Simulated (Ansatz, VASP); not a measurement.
MgB2 in VASP and in Ansatz

File INCAR:

```
SYSTEM = MgB2
PREC = Accurate ; ENCUT = 520
EDIFF = 1E-6 ; ISMEAR = 0
SIGMA = 0.027000000000000003 ; LREAL = .FALSE.
LASPH = .TRUE. ; NELM = 60
ALGO = Normal ; ISIF = 2
LWAVE = .FALSE. ; LCHARG = .TRUE.
GGA = PE ; LELF = .TRUE.
LVHAR = .TRUE. ; NBANDS = 11
```

The input KPOINTS:

```
Automatic mesh
0
G
  10 10 8
  0 0 0
```

File POSCAR:

```
MgB2
1.0
    3.0850000000      0.0000000000      0.0000000000
   -1.5425000000      2.6716883707      0.0000000000
    0.0000000000      0.0000000000      3.5230000000
Mg B
1 2
Direct
    0.0000000000      0.0000000000      0.0000000000
    0.6666666667      0.3333333333      0.5000000000
    0.3333333333      0.6666666667      0.5000000000
```

input.yaml

```yaml
crystal:
  lattice:
    - [3.085, 0.0, 0.0]
    - [-1.5425, 2.6716883707, 0.0]
    - [0.0, 0.0, 3.523]
  atoms:
    - { symbol: Mg, position: [0.0, 0.0, 0.0] }
    - { symbol: B, position: [0.6666666667, 0.3333333333, 0.5] }
    - { symbol: B, position: [0.3333333333, 0.6666666667, 0.5] }
hamiltonian:
  xc: pbe
  pseudopotentials: { kind: paw }
kpoints:
  mp_grid: { grid: [10, 10, 8] }
scf:
  occupations: { method: gaussian, width: 0.027 }
output:
  forces: true
  stress: true
  eigenvalues: true
```

Alike in both runs: task single point; functional PBE; k mesh 10 × 10 × 8; occupations gaussian, width 0.027 eV; no spin polarisation.

|  | VASP | Ansatz |
| --- | --- | --- |
| version | VASP 6.6.1 | Ansatz 0.2.0 |
| potentials or method | VASP PAW PBE potentials, release 64 (Mg, B) | Ansatz PAW |
| plane-wave cutoff (eV) | 520 | 420 |
| valence electrons in the cell | 8 | 16 |

```csv
,VASP,Ansatz,Ansatz less VASP
gap on the k mesh at the Fermi level (eV),none,none,-
pressure (GPa),-1.1,-0.9,+0.25
largest component of the traceless stress (GPa),0.52,0.42,-0.103
```

A gap of «none» marks a metal or a gap that the smearing closes. The two sets of potentials don't hold the same shells in valence.
